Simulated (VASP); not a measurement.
# SrCl2 (Fm-3m) in VASP: notebook, part 2 of 2

VASP 6.6.1. The steps go on from the part before.

**3. Relaxation of cell and atoms, LDA**

This run uses another cell than the first one, of 26.34 Å³/atom, 0.931 times its volume.

INCAR

```
SYSTEM = SrCl2
PREC     = Accurate       ! precision mode
ENCUT    = 600            ! plane-wave cutoff, eV
EDIFF    = 1E-7           ! SCF threshold, eV
ISMEAR   = 0              ! smearing method
SIGMA    = 0.03           ! smearing width, eV
LREAL    = .FALSE.        ! projectors in reciprocal space
LASPH    = .TRUE.         ! aspherical terms in the spheres
NELM     = 80             ! most SCF steps
ALGO     = Normal         ! electronic algorithm
ISIF     = 3              ! what is computed and relaxed
LWAVE    = .FALSE.        ! write WAVECAR
LCHARG   = .FALSE.        ! write CHGCAR
GGA      = CA             ! functional
IBRION   = 2              ! ionic algorithm
NSW      = 90             ! ionic steps
EDIFFG   = -0.005         ! ionic threshold
KPAR     = 2
```

KPOINTS

```
Automatic mesh
0
G
  8 8 8
  0 0 0
```

POSCAR

```
SrCl2                                   
1.0
    0.0000000000      3.4059083030      3.4059083030
    3.4059083030      0.0000000000      3.4059083030
    3.4059083030      3.4059083030     -0.0000000000
  Sr              Cl            
     1     2
Direct
     0.0000000000000000    0.0000000000000000    0.0000000000000000
     0.2500000000000000    0.2500000000000000    0.2500000000000000
     0.7500000000000000    0.7500000000000000    0.7500000000000000
```

Potentials or basis: VASP PAW LDA potentials, release 64 (Sr_sv, Cl).

Command:

```sh
cat potpaw_LDA.64/Sr_sv/POTCAR potpaw_LDA.64/Cl/POTCAR > POTCAR
mpirun -np 2 vasp_std > vasp.out
```

OUTCAR:

```text
SYSTEM = SrCl2
   PREC = Accurate
   ENCUT = 600
   EDIFF = 1E-7
   ISMEAR = 0
   LREAL = .FALSE.
   LASPH = .TRUE.
   NELM = 80
   ISIF = 3
   GGA = CA
   IBRION = 2
   NSW = 90
   EDIFFG = -0.005

 ion  position               nearest neighbor table
   1  0.000  0.000  0.000-   3 2.95   3 2.95   3 2.95   2 2.95   3 2.95   2 2.95   2 2.95   2 2.95

   2  0.250  0.250  0.250-   1 2.95   1 2.95   1 2.95   1 2.95
   3  0.750  0.750  0.750-   1 2.95   1 2.95   1 2.95   1 2.95

  LATTYP: Found a face centered cubic cell.
 ALAT       =     6.8118166060

  Lattice vectors:

 A1 = (   0.0000000000,   3.4059083030,   3.4059083030)
 A2 = (   3.4059083030,   0.0000000000,   3.4059083030)
 A3 = (   3.4059083030,   3.4059083030,   0.0000000000)

Analysis of symmetry for initial positions (statically):
=====================================================================
 Subroutine PRICEL returns:
 Original cell was already a primitive cell.

 Routine SETGRP: Setting up the symmetry group for a
 face centered cubic supercell.

 Subroutine GETGRP returns: Found 48 space group operations
 (whereof 48 operations were pure point group operations)
 out of a pool of 48 trial point group operations.

The static configuration has the point symmetry O_h .

Analysis of symmetry for dynamics (positions and initial velocities):
=====================================================================
 Subroutine PRICEL returns:
 Original cell was already a primitive cell.

 Routine SETGRP: Setting up the symmetry group for a
 face centered cubic supercell.

 Subroutine GETGRP returns: Found 48 space group operations
 (whereof 48 operations were pure point group operations)
 out of a pool of 48 trial point group operations.

The dynamic configuration has the point symmetry O_h .

 Subroutine INISYM returns: Found 48 space group operations
 (whereof 48 operations are pure point group operations),
 and found     1 'primitive' translations

----------------------------------------------------------------------------------------

                                     Primitive cell

  volume of cell :      79.0185

  direct lattice vectors                    reciprocal lattice vectors
     0.000000000  3.405908303  3.405908303    -0.146803717  0.146803717  0.146803717
     3.405908303  0.000000000  3.405908303     0.146803717 -0.146803717  0.146803717
     3.405908303  3.405908303  0.000000000     0.146803717  0.146803717 -0.146803717

  length of vectors
     4.816681714  4.816681714  4.816681714     0.254271497  0.254271497  0.254271497

  position of ions in fractional coordinates (direct lattice)
     0.000000000  0.000000000  0.000000000
     0.250000000  0.250000000  0.250000000
     0.750000000  0.750000000  0.750000000

  ion indices of the primitive-cell ions
   primitive index   ion index
                 1           1
                 2           2
                 3           3

----------------------------------------------------------------------------------------

 KPOINTS: Automatic mesh

Automatic generation of k-mesh.
 Grid dimensions read from file:
 generate k-points for:    8    8    8

[... 21 lines left out ...]
  0.125000  0.000000  0.000000      8.000000
  0.250000  0.000000  0.000000      8.000000
  0.375000  0.000000  0.000000      8.000000
  0.500000  0.000000  0.000000      4.000000
  0.125000  0.125000  0.000000      6.000000
[... 16 lines left out ...]
  0.500000  0.250000  0.125000     48.000000
 -0.375000  0.250000  0.125000     24.000000
 [... further k-points ...]
   k-points           NKPTS =     29   k-points in BZ     NKDIM =     29   number of bands    NBANDS=     16
   number of dos      NEDOS =    301   number of ions     NIONS =      3
   total plane-waves  NPLWV =  64000
   dimension x,y,z NGX =    40 NGY =   40 NGZ =   40
   dimension x,y,z NGXF=    80 NGYF=   80 NGZF=   80
   ions per type =               1   2
   NGX,Y,Z   is equivalent  to a cutoff of  13.81, 13.81, 13.81 a.u.
   NGXF,Y,Z  is equivalent  to a cutoff of  27.61, 27.61, 27.61 a.u.
 SYSTEM =  SrCl2
   PREC   = accura    normal or accurate (medium, high low for compatibility)
   ISTART =      0    job   : 0-new  1-cont  2-samecut
   ICHARG =      2    charge: 1-file 2-atom 10-const
   ISPIN  =      1    spin polarized calculation?
   LNONCOLLINEAR =      F non collinear calculations
   LSORBIT =      F    spin-orbit coupling
   LASPH  =      T    aspherical Exc in radial PAW
   ENCUT  =  600.0 eV  44.10 Ry    6.64 a.u.   9.62  9.62  9.62*2*pi/ulx,y,z
   NELM   =     80;   NELMIN=  2; NELMDL= -5     # of ELM steps
   EDIFF  = 0.1E-06   stopping-criterion for ELM
   LREAL  =      F    real-space projection
   EDIFFG = -.5E-02   stopping-criterion for IOM
   NSW    =     90    number of steps for IOM
   IBRION =      2    ionic relax: 0-MD 1-quasi-New 2-CG
   NFREE  =      1    steps in history (QN), initial steepest desc. (CG)
   ISIF   =      3    stress and relaxation
   ISYM   =      2    0-nonsym 1-usesym 2-fastsym
   POTIM  = 0.5000    time-step for ionic-motion
   TEBEG  =    0.0;   TEEND  =   0.0 temperature during run
   PSTRESS=    0.0 pullay stress
   NELECT =      24.0000    total number of electrons
   NUPDOWN=      -1.0000    fix difference up-down
   EMIN   =  10.00;   EMAX   =-10.00  energy-range for DOS
   EFERMI =   0.00;   METHOD = LEGACY
   ISMEAR =     0;   SIGMA  =   0.03  broadening in eV -4-tet -1-fermi 0-gaus
   EFERMI_NEDOS =   21; number of points for ismear=-14 and -15
   IALGO  =     38    algorithm
   IMIX   =      4    mixing-type and parameters
     AMIX     =   0.40;   BMIX     =  1.00
     AMIX_MAG =   1.60;   BMIX_MAG =  1.00
  volume/ion in A,a.u.               =      26.34       177.75
  Fermi-wavevector in a.u.,A,eV,Ry     =   1.100447  2.079542 16.476419  1.210983
  Thomas-Fermi vector in A             =   2.236858
   LORBIT       =      0    0 simple, 1 ext, 2 COOP (PROOUT), +10 PAW based schemes
   GGA     = CA    functional components
   LHFCALC =     F    Hartree Fock is set to
   AEXX    =    0.0000 exact exchange contribution
   IVDW    =     0    specifies the selected vdW correction
   LEPSILON=     F    determine dielectric tensor
   LRPA    =     F    only Hartree local field effects (RPA)
 conjugate gradient relaxation of ions
 non-spin polarized calculation
 Gauss-broadening in eV      SIGMA  =   0.03
  energy-cutoff  :      600.00
  volume of cell :       79.02
 maximum number of plane-waves:      2685
 NGX is ok and might be reduce to    40
   NGX = 19   NGY = 19   NGZ = 19

 number of electron      24.0000002 magnetization

 Free energy of the ion-electron system (eV)
  ---------------------------------------------------
  ext. energy  EPLUGINS =         0.00000000
  ---------------------------------------------------
  free energy    TOTEN  =       -14.07848685 eV

  energy without entropy =      -14.07848685  energy(sigma->0) =      -14.07848685

 E-fermi :   0.6357     XC(G=0):  -9.1070

 val. band max:        0.4623521398   @ k =   0.5000   0.5000   0.0000
 cond. band min:       5.5615627943   @ k =   0.5000   0.5000   0.0000
 fundamental gap:      5.0992106545
 Fermi energy:         0.6356725783

 k-point     1 :       0.0000    0.0000    0.0000
  band No.  band energies     occupation
      1     -32.0209      2.00000
      2     -14.1584      2.00000
      3     -14.1584      2.00000
      4     -14.1584      2.00000
      5     -13.0122      2.00000
      6     -11.9685      2.00000
[... 433 lines left out ...]
      3     -14.3466      2.00000
      4     -14.1913      2.00000
      5     -12.3105      2.00000
      6     -12.0292      2.00000
[... 8 lines left out ...]
     15       7.8437      0.00000
     16       8.1612      0.00000

 [... further k-points ...]

------------------------ aborting loop because EDIFF is reached ----------------------------------------

  FORCE on cell =-STRESS in cart. coord.  units (eV):
  Direction    XX          YY          ZZ          XY          YZ          ZX
  --------------------------------------------------------------------------------------
  -------------------------------------------------------------------------------------
  Total       -0.0044042     -0.0044042     -0.0044042     -0.0000000      0.0000000      0.0000000
  in kB       -0.0893000     -0.0893000     -0.0893000     -0.0000000      0.0000000      0.0000000
  external PRESSURE =      -0.0893000 kB  Pullay stress =       0.0000000 kB

 VOLUME and BASIS-vectors are now :
 -----------------------------------------------------------------------------
  energy-cutoff  :      600.00
  volume of cell :       79.02
      direct lattice vectors                 reciprocal lattice vectors
     0.000000000  3.405908303  3.405908303    -0.146803717  0.146803717  0.146803717
     3.405908303  0.000000000  3.405908303     0.146803717 -0.146803717  0.146803717
     3.405908303  3.405908303  0.000000000     0.146803717  0.146803717 -0.146803717

 POSITION                                       TOTAL-FORCE (eV/Angst)
 -----------------------------------------------------------------------------------
      0.00000      0.00000      0.00000        -0.000000     -0.000000      0.000000
      1.70295      1.70295      1.70295         0.000000      0.000000      0.000000
      5.10886      5.10886      5.10886        -0.000000      0.000000     -0.000000
 -----------------------------------------------------------------------------------
    total drift:                               -0.000000     -0.000000      0.000000

  FREE ENERGIE OF THE ION-ELECTRON SYSTEM (eV)
  ---------------------------------------------------
  free  energy   TOTEN  =       -14.0784868538 eV

  energy  without entropy=      -14.0784868538  energy(sigma->0) =      -14.07848685

 reached required accuracy - stopping structural energy minimisation
```

It took 32 s on 2 MPI ranks of Intel Xeon Platinum 8259CL at 2.50GHz (Skylake/Cascade Lake), shared host; peak memory 0.2 GiB.

What came out:

* Free energy: -14.0785 eV
* Pressure after relaxing: 0.0 GPa
* Band gap on the k mesh: 5.10 eV, direct

Final structure:
```xyz
3
Lattice="0.0000 3.4059 3.4059 3.4059 0.0000 3.4059 3.4059 3.4059 0.0000" Properties=species:S:1:pos:R:3 pbc="T T T"
Sr    0.0000    0.0000    0.0000
Cl    1.7030    1.7030    1.7030
Cl    5.1089    5.1089    5.1089
```

Levels at points of the mesh, in eV from the valence-band top:
```tsv
k point	band 9	band 10	band 11	band 12	band 13	band 14	band 15	band 16
(0.00, 0.00, 0.00)	-2.46	-0.38	-0.38	-0.38	5.16	5.77	5.77	8.82
(0.50, 0.00, 0.00)	-1.70	-1.51	-1.18	-1.18	6.48	6.48	7.53	7.54
(0.50, 0.50, 0.00)	-2.10	-0.48	-0.48	0.00	5.10	7.00	7.51	8.05
```

Caveat: the relaxation stopped at its first step, so nothing moved.

**4. Relaxation of cell and atoms, PBEsol**

INCAR

```
PREC = Accurate
ENCUT = 600
EDIFF = 1E-6
ISMEAR = 0
SIGMA = 0.03
LREAL = False
LASPH = True
NELM = 80
ALGO = Normal
ISIF = 3
LWAVE = False
LCHARG = False
GGA = PS
IBRION = 2
NSW = 90
EDIFFG = -0.01
KPAR = 2
```

KPOINTS

```
regular mesh
0
Gamma
  8 8 8
```

POSCAR

```
SrCl2
1.0
    0.0000000000      3.4883500000      3.4883500000
    3.4883500000      0.0000000000      3.4883500000
    3.4883500000      3.4883500000      0.0000000000
Sr Cl
1 2
Direct
    0.0000000000      0.0000000000      0.0000000000
    0.2500000000      0.2500000000      0.2500000000
    0.7500000000      0.7500000000      0.7500000000
```

Potentials or basis: VASP PAW PBE potentials, release 64 (Sr_sv, Cl).

Command:

```sh
cat potpaw_PBE.64/Sr_sv/POTCAR potpaw_PBE.64/Cl/POTCAR > POTCAR
mpirun -np 2 vasp_std > vasp.out
```

Wall time 41 s (2 MPI ranks of AMD EPYC 9R45 (Zen 5), shared host); peak memory 0.24 GiB.

The run converged. Its results:

| Quantity | Value |
| --- | --- |
| Free energy | -13.3431 eV |
| Relaxed volume | 27.60 Å³/atom |
| Relaxed cell | a = 4.892 Å, b = 4.892 Å, c = 4.892 Å, α = 60.00°, β = 60.00°, γ = 60.00° |
| Space group after relaxing (to 0.05 Å) | Fm-3m (No. 225) |
| Energy gained by relaxing | 2.0 meV/atom |
| Ionic steps | 3 |
| Pressure after relaxing | 0.0 GPa |
| Band gap on the k mesh | 5.23 eV, indirect (least direct gap 5.34 eV) |

The path:
```csv
step,energy change (eV),largest force (eV/Å),pressure (GPa),volume (Å³)
1,0.0000,0.0000,-0.90,84.90
2,-0.0060,0.0000,-0.07,82.95
3,-0.0060,0.0000,0.00,82.80
```

Final structure:
```xyz
3
Lattice="0.0000 3.4593 3.4593 3.4593 0.0000 3.4593 3.4593 3.4593 0.0000" Properties=species:S:1:pos:R:3 pbc="T T T"
Sr    0.0000    0.0000    0.0000
Cl    1.7297    1.7297    1.7297
Cl    5.1890    5.1890    5.1890
```

Levels at points of the mesh, in eV from the valence-band top:
```
           k point  band 8  band 9  band 10  band 11  band 12  band 13  band 14  band 15  band 16
(0.00, 0.00, 0.00)   -2.26   -2.26    -0.35    -0.35    -0.35     5.23     5.96     5.96     8.92
(0.50, 0.00, 0.00)   -1.67   -1.59    -1.40    -1.10    -1.10     6.62     6.62     7.50     7.74
(0.50, 0.50, 0.00)   -1.97   -1.97    -0.43    -0.43     0.00     5.34     6.99     7.57     8.01
```

Caveat: the PAW data sets were made with another functional, which shifts forces and pressure a little.

**5. Relaxation of cell and atoms, PBEsol**

This run uses another cell than the first one, of 27.60 Å³/atom, 0.975 times its volume.

Changes to INCAR since step 4:

```diff
@@ -2,3 +2,3 @@
 ENCUT = 600
-EDIFF = 1E-6
+EDIFF = 1E-7
 ISMEAR = 0
@@ -15,3 +15,3 @@
 NSW = 90
-EDIFFG = -0.01
+EDIFFG = -0.005
 KPAR = 2
```

KPOINTS is that of step 4.

POSCAR

```
SrCl2                                   
1.0
    0.0000000000      3.4593311499      3.4593311499
    3.4593311499      0.0000000000      3.4593311499
    3.4593311499      3.4593311499      0.0000000000
  Sr              Cl            
     1     2
Direct
     0.0000000000000000    0.0000000000000000    0.0000000000000000
     0.2500000000000000    0.2500000000000000    0.2500000000000000
     0.7500000000000000    0.7500000000000000    0.7500000000000000
```

Command:

```sh
cat potpaw_PBE.64/Sr_sv/POTCAR potpaw_PBE.64/Cl/POTCAR > POTCAR
mpirun -np 2 vasp_std > vasp.out
```

Run time: 20 s. Hardware: 2 MPI ranks of AMD EPYC 9R45 (Zen 5), shared host; peak memory 0.22 GiB.

It converged, with:

```
Free energy             : -13.3430 eV
Pressure after relaxing : 0.0 GPa
Band gap on the k mesh  : 5.23 eV, indirect (least direct gap 5.34 eV)
```

Final structure:
```
Sr Cl
1.0
     0.00000    3.45933    3.45933
     3.45933    0.00000    3.45933
     3.45933    3.45933    0.00000
Sr Cl
1 2
Cartesian
  0.0000 0.0000 0.0000
  1.7297 1.7297 1.7297
  5.1890 5.1890 5.1890
```

Levels at points of the mesh, in eV from the valence-band top:
```
           k point  band 9  band 10  band 11  band 12  band 13  band 14  band 15  band 16
(0.00, 0.00, 0.00)   -2.26    -0.35    -0.35    -0.35     5.23     5.96     5.96     8.92
(0.50, 0.00, 0.00)   -1.59    -1.40    -1.10    -1.10     6.62     6.62     7.50     7.74
(0.50, 0.50, 0.00)   -1.97    -0.43    -0.43     0.00     5.34     6.99     7.57     8.01
```

Caveat: the relaxation stopped at its first step, so nothing moved; the PAW data sets were made with another functional, which shifts forces and pressure a little. A k mesh can miss the band edges.
